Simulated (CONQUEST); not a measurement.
## Ge under changes of volume

One of the cells (18.253 Å³/atom); the others are scaled copies at fixed shape and fractional positions:

```
CELL_PARAMETERS angstrom
2.97611 0.00000 0.00000
0.00000 4.72760 0.00000
0.00000 0.00000 5.18938
ATOMIC_POSITIONS crystal
Ge 0.00000 0.25000 0.33345
Ge 0.50000 0.25000 0.83345
Ge 0.00000 0.75000 0.66655
Ge 0.50000 0.75000 0.16655
```

This isn't the form of Ge at room conditions, which is diamond.

```yaml
Program: CONQUEST 1.3
Functional: PBEsol
Potentials_or_basis: PseudoDojo NC PBEsol, DZP, grid of 32 × 48 × 60 points
k_mesh: 9 × 6 × 5
Occupations: fermi-dirac, width 0.05 eV
Spin: no spin polarisation
```

```csv
volume (Å³/atom),energy over the lowest point (meV/atom),pressure (GPa),largest force (eV/Å)
17.158,45.96,9.2,0.034
17.523,27.75,6.8,0.031
17.888,14.49,4.8,0.034
18.253,5.67,3.0,0.031
18.618,?,?,?
18.984,0.00,-0.3,0.030
19.349,2.21,-1.7,0.026
```

Q: What does the run at 18.618 Å³/atom give?

A: Energy over the lowest point 0.91 meV/atom; pressure 1.2 GPa; largest force 0.030 eV/Å.

Worked out: A Birch-Murnaghan fit of order 3 (a polynomial in V^(-2/3)) to the other rows has its minimum at 18.91 Å³/atom with B0 = V·E''(V) = 77 GPa and B' = 4.3 at fixed shape and positions, which overstates the stiffness. It gives 1.01 meV/atom at 18.618 Å³/atom, against the run's 0.91, and -dE/dV = 1.2 GPa, against 1.2.

Energies are extrapolated to zero smearing.

Caveats: the basis of atomic orbitals isn't converged, which shifts pressures, moduli and gaps.
